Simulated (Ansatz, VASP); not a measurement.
## Two plane-wave programs on Sr

```xyz
1
Lattice="0.0000 3.0191 3.0191 3.0191 0.0000 3.0191 3.0191 3.0191 0.0000" Properties=species:S:1:pos:R:3 pbc="T T T"
Sr    0.0000    0.0000    0.0000
```

Alike in both runs: task single point; functional PBE; k mesh 9 × 9 × 9; occupations fermi-dirac, width 0.2 eV; no spin polarisation.

|  | VASP | Ansatz |
| --- | --- | --- |
| version | VASP 6.6.1 | Ansatz 0.2.0 |
| potentials or method | VASP PAW PBE potentials, release 64 (Sr_sv) | plane waves (420 eV) with PAW, scalar-relativistic |
| plane-wave cutoff (eV) | 520 | 420 |
| valence electrons in the cell | 10 | 10 |

```tsv
	VASP	Ansatz	Ansatz less VASP
pressure (GPa)	0.1	0.1	-0.01
```
